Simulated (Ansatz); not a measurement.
Write the native input for Ansatz 0.2.0 that does the following.

```yaml
Task: single point
Functional: PBE
Potentials_or_basis: all-electron LAPW, scalar-relativistic
Cutoff: 350 eV (chosen from the basis error)
Basis_error_allowed: 0.001 eV/atom
k_mesh: 10 × 10 × 9
Occupations: fermi-dirac, width 0.05 eV
Spin: no spin polarisation
```

The system is TaN.

```
CELL_PARAMETERS angstrom
2.93800 0.00000 0.00000
-1.46900 2.54438 0.00000
0.00000 0.00000 2.88300
ATOMIC_POSITIONS crystal
Ta 0.33333 0.66667 0.50000
N 0.00000 0.00000 0.00000
```

The input as run:

input.yaml

```yaml
crystal:
  lattice:
    - [2.93800111, 0.0, 0.0]
    - [-1.46900055, 2.5443836, 0.0]
    - [0.0, 0.0, 2.88300221]
  atoms:
    - { symbol: Ta, position: [0.3333333333, 0.6666666667, 0.5] }
    - { symbol: "N", position: [0.0, 0.0, 0.0] }
kpoints:
  mp_grid: { grid: [10, 10, 9] }
scf:
  occupations: { method: fermi_dirac, width: 0.05 }
hamiltonian:
  xc: pbe
  pseudopotentials: { kind: all_electron, lapw: { basis_error: 0.001 } }
output:
  forces: true
  stress: true
  eigenvalues: true
  populations: true
```

Potentials or basis: all-electron LAPW, scalar-relativistic.

Launch:

```sh
$ ansatz run input.yaml --threads 1 --pin off --max-ram 3072MiB --backend cpu --events-out ev --progress --plain --runs-dir out
```

Results of the run:

```
Pressure               : 4.8 GPa
Band gap on the k mesh : none (metal or under the smearing width)
Loewdin charges        : Ta +0.76; N -0.68 e
```

Run time: 30 s on 1 thread of Arm Neoverse V2 (shared host), peak memory 0.35 GiB.
